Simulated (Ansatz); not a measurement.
## Electron scattering at the Σ5 (210) boundary in fcc Cu with Mg (substitutional)

Wanted: what the Σ5 (210) boundary in fcc Cu with Mg (substitutional) costs an interconnect.

Calculated with Ansatz 0.2.0; Ansatz plane-wave DFT, PBE, PAW files; relaxation of a bicrystal slab with its lowest layers held; PAW set soft_1, in the first sound run; inputs show where later runs differ.

### 1. Set-up

The cell holds 23 atoms: 22 Cu and 1 Mg. Its edges and angles: a = 4.427 Å, b = 3.615 Å, c = 29.592 Å, α = 90.0°, β = 90.0°, γ = 65.9°. It derives from Cu. built on the (2 1 0) plane; 2 overlapping atoms removed and the grains opened by 0 Å. Vacuum lies along c.

### 2. Relaxing the bicrystal

The boundary is built by mirroring the lower grain in the boundary plane and removing any atoms that overlap; then the Mg is put in at the boundary. A thin bicrystal slab is relaxed first, with the lowest layers held and the upper grain free to shift and open.

Input file input.yaml:

```yaml
crystal:
  lattice:
    - [4.4274037203, 0.0, 0.0]
    - [1.4758012401, 3.2999918941, 0.0]
    - [0.0, 0.0, 29.5915814808]
  atoms:
    - { symbol: Cu, position: [1.0e-10, 0.9999999999, 0.1689669747] }
    - { symbol: Cu, position: [0.6000000001, 0.6999999999, 0.1962831771] }
    - { symbol: Cu, position: [0.2000000001, 0.3999999999, 0.2235993796] }
    - { symbol: Cu, position: [0.8000000001, 0.0999999999, 0.250915582] }
    - { symbol: Cu, position: [0.4000000001, 0.7999999999, 0.2782317844] }
    - { symbol: Cu, position: [1.0e-10, 0.5, 0.3055479868] }
    - { symbol: Cu, position: [0.6000000001, 0.2, 0.3328641892] }
    - { symbol: Cu, position: [0.2, 0.9, 0.3601803916] }
    - { symbol: Cu, position: [0.8, 0.6, 0.3874965941] }
    - { symbol: Cu, position: [0.4, 0.3, 0.4148127965] }
    - { symbol: Mg, position: [0.0, 0.0, 0.4421289989] }
    - { symbol: Cu, position: [0.8, 0.6, 0.4967614037] }
    - { symbol: Cu, position: [0.2, 0.9, 0.5240776062] }
    - { symbol: Cu, position: [0.6000000001, 0.2, 0.5513938086] }
    - { symbol: Cu, position: [1.0e-10, 0.5, 0.578710011] }
    - { symbol: Cu, position: [0.4000000001, 0.7999999999, 0.6060262134] }
    - { symbol: Cu, position: [0.8000000001, 0.0999999999, 0.6333424158] }
    - { symbol: Cu, position: [0.2000000001, 0.3999999999, 0.6606586182] }
    - { symbol: Cu, position: [0.6000000001, 0.6999999999, 0.6879748207] }
    - { symbol: Cu, position: [1.0e-10, 0.9999999999, 0.7152910231] }
    - { symbol: Cu, position: [0.4000000002, 0.2999999999, 0.7426072255] }
    - { symbol: Cu, position: [0.8000000002, 0.5999999999, 0.7699234279] }
    - { symbol: Cu, position: [0.2000000002, 0.8999999999, 0.7972396303] }
kpoints:
  mp_grid: { grid: [7, 7, 1] }
hamiltonian:
  xc: pbe
  pseudopotentials: { kind: paw, azcp: { folder: soft_1 } }
scf:
  occupations: { method: fermi_dirac, width: 0.1 }
relax:
  f_tol: 0.03
  max_steps: 80
  constraints: [{ sites: [0, 1, 2, 3] }]
```

On the command line:

```sh
$ ansatz run input.yaml --threads 8 --pin off --max-ram 15360MiB --backend cpu --events-out ev --progress --plain --runs-dir out
```

Numbers of over 12 decimals in the logs are rounded to 6 here.

The program printed:

```text
Engine: ansatz 0.2.0, aarch64-unknown-linux-gnu
Pseudopotentials: kind: paw
Pseudopotential: Cu, paw, valence charge 19, recommended cutoff 420 eV (normal), soft_1/Cu.paw.azcp
Pseudopotential: Mg, paw, valence charge 10, recommended cutoff 420 eV (normal), soft_1/Mg.paw.azcp
Functional definition: PBE
  parameter kappa = 0.804
  parameter beta = 0.066725
  exchange = pbe_x(kappa = kappa, mu = beta*pi^2/3)
  correlation = pbe_c(beta = beta)
Crystal: 23 atoms, lattice volume = 432.345 Å³
Basis set: ecut = 420 eV, 8449 PW (Γ), exchange–correlation on 60×50×400 points (8 copies of the dense FFT grid, shifted against one another)
Bands: 257, of which v1, the nominal top of the filled ones, is band 214 counted from 1 (213 counted from 0)
Symmetry: 2 space group operations
Space group: Cm (ITA 8), of the structure as read, at distance tolerance 7.6e-5 Å
k-points: 16 of 49 (time reversal used)
Non-local potential: Cu, projectors of the file, l = 0: 3, l = 1: 2, l = 2: 3, l = 3: 1
Non-local potential: Mg, projectors of the file, l = 0: 3, l = 1: 2, l = 2: 1
PAW form: soft (Blöchl's): semilocal exchange-correlation on the pseudo side does not see the compensation charge
PAW one-centre angular grid: Cu, 590 points (default); XC on 64 Gauss nodes
PAW one-centre angular grid: Mg, 110 points (default); XC on 64 Gauss nodes
Initial density: superposition of atomic densities (neutral atoms: chi_scale 0, normalization atom)
Initial wavefunctions: pseudopotential atomic-orbital guess
Functional: x = pbe(κ = 0.804, μ = 0.219515), c = pbe(β = 0.066725)
SCF iter   1: F=—  HF=-147693.046515 eV  |F-HF|=—  |Δ(HF+E_count)|=         —  Δρ=2.04e-1  dr2=1.14e2  ethr=3.10e-3  ⟨swp⟩=6.0  Hψ=15511  notcnv=0  defer=274
preconditioner: auto → LDOS  [metal: Δε(μ)=0.008 eV  Ē_g=7.947 eV  σ=0.100 eV  W_gap=0.02  n_scr=142 (ndim 8)  ℏωp=27.9 eV  f_vac=0.321  D(μ)=11.19/eV (n_scr^D=86)  β→1.0]
SCF iter   2: F=—  HF=-147815.362269 eV  |F-HF|=—  |Δ(HF+E_count)|=    1.22e2  Δρ=4.17e-1  dr2=4.30e2  ethr=3.10e-3  ⟨swp⟩=4.0  Hψ=12723  notcnv=0  defer=406  recentre
SCF iter   3: F=—  HF=-147675.130810 eV  |F-HF|=—  |Δ(HF+E_count)|=    1.40e2  Δρ=5.03e-2  dr2=8.48e0  ethr=3.10e-3  ⟨swp⟩=4.0  Hψ=10787  notcnv=0  defer=457
SCF iter   4: F=—  HF=-147673.996690 eV  |F-HF|=—  |Δ(HF+E_count)|=    1.13e0  Δρ=1.90e-2  dr2=1.11e0  ethr=1.98e-3  ⟨swp⟩=2.3  Hψ=6765  notcnv=0  defer=439
SCF iter   5: F=—  HF=-147673.829379 eV  |F-HF|=—  |Δ(HF+E_count)|=   1.67e-1  Δρ=6.29e-3  dr2=2.66e-1  ethr=2.60e-4  ⟨swp⟩=2.0  Hψ=6986  notcnv=0  defer=439
SCF iter   6: F=—  HF=-147673.836114 eV  |F-HF|=—  |Δ(HF+E_count)|=   6.73e-3  Δρ=2.26e-3  dr2=3.91e-2  ethr=6.22e-5  ⟨swp⟩=2.2  Hψ=5062  notcnv=0  defer=439
SCF iter   7: F=—  HF=-147673.837820 eV  |F-HF|=—  |Δ(HF+E_count)|=   1.71e-3  Δρ=6.53e-4  dr2=5.86e-3  ethr=9.14e-6  ⟨swp⟩=2.4  Hψ=5687  notcnv=0  defer=439
SCF iter   8: F=—  HF=-147673.838233 eV  |F-HF|=—  |Δ(HF+E_count)|=   4.14e-4  Δρ=4.12e-4  dr2=1.18e-3  ethr=1.37e-6  ⟨swp⟩=2.2  Hψ=5663  notcnv=0  defer=439
SCF iter   9: F=—  HF=-147673.838248 eV  |F-HF|=—  |Δ(HF+E_count)|=   1.45e-5  Δρ=1.27e-4  dr2=1.66e-4  ethr=2.77e-7  ⟨swp⟩=2.1  Hψ=4730  notcnv=0  defer=439
SCF iter  10: F=-147673.838287 eV  HF=-147673.838279 eV  |F-HF|=8.35e-6  |Δ(HF+E_count)|=   3.12e-5  Δρ=8.05e-5  dr2=2.04e-5  ethr=5.26e-9  ⟨swp⟩=3.0  Hψ=15127  notcnv=0
SCF 1 converged in 10 iterations: F = -147673.838287 eV  dr2 = 2.04e-5
  greatest PAW one-centre occupation: 1.000 electrons in one spin orbital (limit 2), on the Mg atom at site 10 (counted from 0), in its partial waves of l = 0
relax step   1: F+E_penalty+E_count = -147673.83828734 eV  Δ(F+E_penalty+E_count) = +0.000e0 eV  max|allowed force component| = 5.796e-1 eV/Å  Δτ_max = 0.0000 Å  (10 SCF iters, dr2 threshold 2.25e-5 eV, accepted)
Initial density: handed on by an earlier stage of this run
Initial wavefunctions: those handed on with the density
iter 1 solved again at ethr=8.28e-5 eV; its pass at ethr=3.10e-3 eV (dr2=3.54e-1 eV) is discarded
SCF iter   1: F=—  HF=-147674.075844 eV  |F-HF|=—  |Δ(HF+E_count)|=         —  Δρ=1.18e-2  dr2=3.51e-1  ethr=8.28e-5  ⟨swp⟩=1.9  Hψ=15330  notcnv=0  defer=441
preconditioner: auto → LDOS  [metal: Δε(μ)=0.060 eV  Ē_g=8.716 eV  σ=0.100 eV  W_gap=0.15  n_scr=142 (ndim 8)  ℏωp=27.9 eV  f_vac=0.317  D(μ)=8.45/eV (n_scr^D=34)  β→1.0]
SCF iter   2: F=—  HF=-147674.017153 eV  |F-HF|=—  |Δ(HF+E_count)|=   5.87e-2  Δρ=1.11e-2  dr2=3.53e-1  ethr=8.20e-5  ⟨swp⟩=2.1  Hψ=7311  notcnv=0  defer=441
SCF iter   3: F=—  HF=-147674.004318 eV  |F-HF|=—  |Δ(HF+E_count)|=   1.28e-2  Δρ=1.10e-2  dr2=3.40e-1  ethr=8.20e-5  ⟨swp⟩=2.1  Hψ=7185  notcnv=0  defer=441
SCF iter   4: F=—  HF=-147673.953295 eV  |F-HF|=—  |Δ(HF+E_count)|=   5.10e-2  Δρ=4.61e-3  dr2=5.63e-2  ethr=7.95e-5  ⟨swp⟩=1.6  Hψ=5033  notcnv=0  defer=441
SCF iter   5: F=—  HF=-147673.942514 eV  |F-HF|=—  |Δ(HF+E_count)|=   1.08e-2  Δρ=1.06e-3  dr2=3.06e-3  ethr=1.32e-5  ⟨swp⟩=2.0  Hψ=5859  notcnv=0  defer=441
SCF iter   6: F=—  HF=-147673.941589 eV  |F-HF|=—  |Δ(HF+E_count)|=   9.25e-4  Δρ=1.12e-4  dr2=4.54e-4  ethr=7.14e-7  ⟨swp⟩=2.8  Hψ=6263  notcnv=0  defer=441
SCF iter   7: F=—  HF=-147673.941634 eV  |F-HF|=—  |Δ(HF+E_count)|=   4.52e-5  Δρ=1.67e-4  dr2=2.42e-4  ethr=1.06e-7  ⟨swp⟩=2.0  Hψ=5569  notcnv=0  defer=441
SCF iter   8: F=—  HF=-147673.941625 eV  |F-HF|=—  |Δ(HF+E_count)|=   8.55e-6  Δρ=7.56e-5  dr2=5.94e-5  ethr=5.66e-8  ⟨swp⟩=2.0  Hψ=4346  notcnv=0  defer=441
SCF iter   9: F=-147673.941623 eV  HF=-147673.941622 eV  |F-HF|=4.72e-7  |Δ(HF+E_count)|=   3.13e-6  Δρ=1.97e-5  dr2=2.70e-6  ethr=4.91e-9  ⟨swp⟩=4.0  Hψ=11330  notcnv=0
SCF 2 converged in 9 iterations: F = -147673.941623 eV  dr2 = 2.70e-6
relax step   2: F+E_penalty+E_count = -147673.94162263 eV  Δ(F+E_penalty+E_count) = -1.033e-1 eV  max|allowed force component| = 3.790e-1 eV/Å  Δτ_max = 0.0971 Å  (9 SCF iters, dr2 threshold 2.10e-5 eV, accepted)
SCF iter   1: F=—  HF=-147674.373346 eV  |F-HF|=—  |Δ(HF+E_count)|=         —  Δρ=1.80e-2  dr2=8.91e-1  ethr=1.93e-3  ⟨swp⟩=5.4  Hψ=11002  notcnv=0  defer=375
preconditioner: auto → LDOS  [metal: Δε(μ)=0.041 eV  Ē_g=8.696 eV  σ=0.100 eV  W_gap=0.10  n_scr=142 (ndim 8)  ℏωp=27.9 eV  f_vac=0.316  D(μ)=8.57/eV (n_scr^D=38)  β→1.0]
SCF iter   2: F=—  HF=-147674.350641 eV  |F-HF|=—  |Δ(HF+E_count)|=   2.27e-2  Δρ=2.13e-2  dr2=1.19e0  ethr=2.08e-4  ⟨swp⟩=2.0  Hψ=8407  notcnv=0  defer=441
SCF iter   3: F=—  HF=-147674.221942 eV  |F-HF|=—  |Δ(HF+E_count)|=   1.29e-1  Δρ=1.63e-2  dr2=8.06e-1  ethr=2.08e-4  ⟨swp⟩=2.0  Hψ=7134  notcnv=0  defer=441
[...]
SCF iter   9: F=—  HF=-147674.086316 eV  |F-HF|=—  |Δ(HF+E_count)|=   1.42e-5  Δρ=4.13e-5  dr2=1.61e-5  ethr=5.08e-8  ⟨swp⟩=2.0  Hψ=5339  notcnv=0  defer=441
SCF iter  10: F=-147674.086319 eV  HF=-147674.086321 eV  |F-HF|=2.05e-6  |Δ(HF+E_count)|=   4.82e-6  Δρ=2.70e-5  dr2=2.91e-6  ethr=2.10e-9  ⟨swp⟩=4.0  Hψ=12402  notcnv=0
SCF 3 converged in 10 iterations: F = -147674.086319 eV  dr2 = 2.91e-6
relax step   3: F+E_penalty+E_count = -147674.08631861 eV  Δ(F+E_penalty+E_count) = -1.447e-1 eV  max|allowed force component| = 1.308e-1 eV/Å  Δτ_max = 0.1914 Å  (10 SCF iters, dr2 threshold 8.98e-6 eV, accepted)
[...]
relax step   4: F+E_penalty+E_count = -147674.15458307 eV  Δ(F+E_penalty+E_count) = -6.826e-2 eV  max|allowed force component| = 1.661e-1 eV/Å  Δτ_max = 0.1944 Å  (11 SCF iters, dr2 threshold 2.04e-6 eV, accepted)
[...]
relax step   5: F+E_penalty+E_count = -147674.20265973 eV  Δ(F+E_penalty+E_count) = -4.808e-2 eV  max|allowed force component| = 5.273e-2 eV/Å  Δτ_max = 0.1637 Å  (10 SCF iters, dr2 threshold 3.29e-6 eV, accepted)
[...]
relax step   6: F+E_penalty+E_count = -147674.22368330 eV  Δ(F+E_penalty+E_count) = -2.102e-2 eV  max|allowed force component| = 9.756e-2 eV/Å  Δτ_max = 0.1933 Å  (12 SCF iters, accepted)
[...]
relax step   7: F+E_penalty+E_count = -147674.24292460 eV  Δ(F+E_penalty+E_count) = -1.924e-2 eV  max|allowed force component| = 5.818e-2 eV/Å  Δτ_max = 0.1950 Å  (11 SCF iters, dr2 threshold 9.59e-7 eV, accepted)
[...]
relax step   8: F+E_penalty+E_count = -147674.25727110 eV  Δ(F+E_penalty+E_count) = -1.435e-2 eV  max|allowed force component| = 3.785e-2 eV/Å  Δτ_max = 0.1961 Å  (10 SCF iters, dr2 threshold 1.20e-6 eV, accepted)
[...]
relax step   9: F+E_penalty+E_count = -147674.26194528 eV  Δ(F+E_penalty+E_count) = -4.674e-3 eV  max|allowed force component| = 3.572e-2 eV/Å  Δτ_max = 0.1950 Å  (12 SCF iters, accepted)
SCF iter   1: F=—  HF=-147674.304199 eV  |F-HF|=—  |Δ(HF+E_count)|=         —  Δρ=6.19e-3  dr2=1.30e-1  ethr=5.27e-4  ⟨swp⟩=4.2  Hψ=8537  notcnv=0  defer=446
preconditioner: auto → LDOS  [metal: Δε(μ)=0.019 eV  Ē_g=8.726 eV  σ=0.100 eV  W_gap=0.05  n_scr=142 (ndim 8)  ℏωp=27.9 eV  f_vac=0.318  D(μ)=8.50/eV (n_scr^D=38)  β→1.0]
SCF iter   2: F=—  HF=-147674.267674 eV  |F-HF|=—  |Δ(HF+E_count)|=   3.65e-2  Δρ=1.94e-3  dr2=3.15e-2  ethr=3.03e-5  ⟨swp⟩=2.0  Hψ=7812  notcnv=0  defer=449
SCF iter   3: F=—  HF=-147674.263356 eV  |F-HF|=—  |Δ(HF+E_count)|=   4.32e-3  Δρ=1.10e-3  dr2=4.32e-3  ethr=7.37e-6  ⟨swp⟩=2.0  Hψ=5673  notcnv=0  defer=449
SCF iter   4: F=—  HF=-147674.262947 eV  |F-HF|=—  |Δ(HF+E_count)|=   4.09e-4  Δρ=6.53e-4  dr2=2.12e-3  ethr=1.01e-6  ⟨swp⟩=2.0  Hψ=6850  notcnv=0  defer=449
SCF iter   5: F=—  HF=-147674.262835 eV  |F-HF|=—  |Δ(HF+E_count)|=   1.12e-4  Δρ=2.55e-4  dr2=2.18e-4  ethr=4.94e-7  ⟨swp⟩=2.0  Hψ=5483  notcnv=0  defer=449
SCF iter   6: F=—  HF=-147674.262824 eV  |F-HF|=—  |Δ(HF+E_count)|=   1.10e-5  Δρ=9.88e-5  dr2=2.52e-5  ethr=5.10e-8  ⟨swp⟩=2.1  Hψ=6898  notcnv=0  defer=449
SCF iter   7: F=—  HF=-147674.262594 eV  |F-HF|=—  |Δ(HF+E_count)|=   2.30e-4  Δρ=2.49e-5  dr2=2.33e-6  ethr=5.88e-9  ⟨swp⟩=3.0  Hψ=5763  notcnv=0  defer=449
SCF iter   8: F=—  HF=-147674.262595 eV  |F-HF|=—  |Δ(HF+E_count)|=   1.25e-6  Δρ=1.21e-5  dr2=6.27e-7  ethr=5.44e-10  ⟨swp⟩=2.0  Hψ=5443  notcnv=0  defer=449
SCF iter   9: F=—  HF=-147674.262596 eV  |F-HF|=—  |Δ(HF+E_count)|=   4.82e-7  Δρ=6.01e-6  dr2=6.10e-7  ethr=1.46e-10  ⟨swp⟩=2.1  Hψ=5746  notcnv=0  defer=449
SCF iter  10: F=-147674.262596 eV  HF=-147674.262596 eV  |F-HF|=3.80e-8  |Δ(HF+E_count)|=   2.13e-8  Δρ=2.68e-6  dr2=5.84e-8  ethr=2.34e-11  ⟨swp⟩=3.0  Hψ=13633  notcnv=0
SCF 10 converged in 10 iterations: F = -147674.262596 eV  dr2 = 5.84e-8
relax step  10: F+E_penalty+E_count = -147674.26259566 eV  Δ(F+E_penalty+E_count) = -6.504e-4 eV  max|allowed force component| = 2.438e-2 eV/Å  Δτ_max = 0.0515 Å  (10 SCF iters, accepted)
SCF converged after 10 iterations
Free energy (F): -147674.262596 eV
Harris-Foulkes:  -147674.262596 eV  (|F-HF|=3.80e-8)
Internal energy: -147673.991029 eV  (E = F + TS)
E sigma→0 (E₀):  -147674.126812 eV
Entropy (-TS):   -0.271566 eV (-11.807 meV/atom)
Fermi energy:    8.618775 eV
--- Per-component energies (eV) ---
  E_band       = -11584.779778
  E_kinetic    = 5821.337566
  E_local      = -691192.812880  (includes V_loc(G=0)·N_el)
  E_nonlocal   = 19802.570038
  E_hartree    = 336182.201099
  E_xc         = -1534.035501
  E_vxc        = -1979.906531  (∫ρ·V_xc dr)
  E_paw        = -40255.472805  (= ΣΔE_a)
  E_vpaw       = -16400.321424  (= ΣTr[D̂ρ^β])
  E_aug_tail   = 0.021367  (compensation charges beyond the density's cutoff)
  E_ewald      = 223502.200087
  E_smearing   = -0.271566  (= −TS)
  E_closure    = -0.000000  (closes the sum)
  Σ components = -147674.262596   (vs F -147674.262596, Δ=0.00e0)
--- Forces (eV/Å), atoms counted from 1 ---
  atom   1  Cu    -0.02959174     0.01323383     0.53115844
  atom   2  Cu     0.02328500    -0.01041337    -0.06540037
  atom   3  Cu    -0.00289415     0.00129431    -0.35817763
  atom   4  Cu    -0.00043871     0.00019620    -0.09478043
  atom   5  Cu     0.00359956    -0.00160977    -0.00697048
  atom   6  Cu    -0.00062804     0.00028087    -0.02437780
  atom   7  Cu     0.00459586    -0.00205533    -0.02436573
  atom   8  Cu    -0.00297644     0.00133110     0.00007778
  atom   9  Cu    -0.00426358     0.00190673     0.01635415
  atom  10  Cu    -0.00029053     0.00012993     0.01835264
  atom  11  Mg     0.00494043    -0.00220943     0.00739750
  atom  12  Cu     0.00980141    -0.00438332     0.00519321
  atom  13  Cu    -0.00298112     0.00133320     0.00591523
  atom  14  Cu    -0.00215521     0.00096384     0.00358507
  atom  15  Cu     0.00238129    -0.00106495    -0.00105265
  atom  16  Cu    -0.00348340     0.00155782    -0.00765120
  atom  17  Cu     0.00059745    -0.00026719    -0.00083723
  atom  18  Cu    -0.00133529     0.00059716    -0.00580418
  atom  19  Cu     0.00086362    -0.00038622    -0.00634010
  atom  20  Cu    -0.00288900     0.00129200    -0.00893103
  atom  21  Cu     0.00286329    -0.00128050    -0.00061439
  atom  22  Cu    -0.00076738     0.00034318     0.00446612
  atom  23  Cu     0.00148066    -0.00066217     0.01280909
  max |Σ_I F_I| component: 2.86e-4 eV/Å
--- Relaxed structure (10 steps of the walk, 10 accepted, 0 SCFs on fresh bases) ---
  F+E_penalty+E_count = -147674.26259566 eV   max|allowed force component| = 2.438e-2 eV/Å
  atoms:
    - { symbol: Cu, position: [9.999989725173464e-11, 1.000000, 0.1689669747] }
    - { symbol: Cu, position: [0.6000000001, 0.700000, 0.1962831771] }
    - { symbol: Cu, position: [0.2000000001, 0.400000, 0.223599] }
    - { symbol: Cu, position: [0.800000, 0.100000, 0.250916] }
    - { symbol: Cu, position: [0.401278, 0.799361, 0.278779] }
    - { symbol: Cu, position: [0.00425423, 0.497873, 0.306456] }
    - { symbol: Cu, position: [0.606130, 0.196935, 0.333314] }
    - { symbol: Cu, position: [0.207425, 0.896288, 0.361549] }
    - { symbol: Cu, position: [0.806470, 0.596765, 0.388794] }
    - { symbol: Cu, position: [0.421338, 0.289331, 0.416102] }
    - { symbol: Mg, position: [0.015491, -0.00774555, 0.448873] }
    - { symbol: Cu, position: [0.584043, 0.707979, 0.491991] }
    - { symbol: Cu, position: [-0.069651, 1.034825, 0.530941] }
    - { symbol: Cu, position: [0.328199, 0.335901, 0.547715] }
    - { symbol: Cu, position: [-0.278447, 0.639224, 0.580101] }
    - { symbol: Cu, position: [0.132654, 0.933673, 0.608627] }
    - { symbol: Cu, position: [0.526012, 0.236994, 0.634735] }
    - { symbol: Cu, position: [-0.075271, 0.537635, 0.662652] }
    - { symbol: Cu, position: [0.322029, 0.838985, 0.690335] }
    - { symbol: Cu, position: [-0.281184, 1.140592, 0.717239] }
    - { symbol: Cu, position: [0.125516, 0.437242, 0.746625] }
    - { symbol: Cu, position: [0.521667, 0.739166, 0.772597] }
    - { symbol: Cu, position: [-0.082800, 1.041400, 0.795723] }
```

It took 7.9 min on 8 threads of Arm Neoverse V1, shared host; peak memory 4.7 GiB; 61 min of CPU time.

The steps of the relaxation:

```tsv
step	energy less that of the first step (eV)	largest force component (eV/Å)
1	0.0000	0.5796
2	-0.1033	0.3790
3	-0.2480	0.1308
4	-0.3163	0.1661
5	-0.3644	0.0527
6	-0.3854	0.0976
7	-0.4046	0.0582
8	-0.4190	0.0379
9	-0.4237	0.0357
10	-0.4243	0.0244
```

Forces are held to the 2 operations that the run works with; a distortion that breaks them can't arise in this run.

The atoms that moved most (Å):

```tsv
atom	dx	dy	dz	length
Cu23	-1.043	0.467	-0.045	1.144
Cu20	-1.037	0.464	0.058	1.138
Cu22	-1.027	0.459	0.079	1.128
Cu15	-1.027	0.459	0.041	1.126
Cu19	-1.026	0.459	0.070	1.126
Cu21	-1.013	0.453	0.119	1.116
Cu18	-1.016	0.454	0.059	1.114
Cu13	-0.995	0.445	0.203	1.109
```

This step gave:

```yaml
free_energy: -147674.2626 eV
energy_at_zero_smearing: -147674.1268 eV
fermi_energy: 8.619 eV
```

The largest force component on a free atom ends at 0.024 eV/Å, under the tolerance of 0.03, after 10 steps.

[end of part 1 of 2]

[Logs are printed without paths, hosts, clocks, repeated set-up lines and the standing remarks that a program may print on its own settings, such as how far it seeks lower states.]

[Hosts, paths, dates, database ids (printed as entryN), source tags and the programs' standing remarks are cut or masked in the printed files.]
